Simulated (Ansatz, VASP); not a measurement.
## S in VASP and in Ansatz

```
S
1.0
     5.06638    0.00000    0.00000
     0.00000    5.06638    0.00000
     0.00000    0.00000    5.06638
S
8
Cartesian
  2.5332 2.5332 2.5332
  0.0000 0.0000 0.0000
  1.2666 0.0000 2.5332
  2.5332 1.2666 0.0000
  2.5332 3.7998 0.0000
  3.7998 0.0000 2.5332
  0.0000 2.5332 3.7998
  0.0000 2.5332 1.2666
```

Alike in both runs: functional r2SCAN; k mesh 8 × 8 × 8; occupations gaussian, width 0.1 eV; no spin polarisation.

Ansatz relaxed the structure, and its values are those at the end. VASP's run is a single point on that final structure, the one shown.

|  | VASP | Ansatz |
| --- | --- | --- |
| version | VASP 6.6.1 | Ansatz 0.2.0 |
| potentials or method | VASP PAW PBE potentials, release 64 (S) | scalar-relativistic, plane waves, PAW |
| plane-wave cutoff (eV) | 520 | 500 |
| valence electrons in the cell | 48 | 48 |

```csv
,VASP,Ansatz,Ansatz less VASP
gap on the k mesh at the Fermi level (eV),none,none,-
pressure (GPa),-0.3,0.0,+0.25
```

A gap of «none» marks a metal or a gap that the smearing closes.

Caveats: the PAW data sets were made with another functional, which shifts forces and pressure a little (VASP).
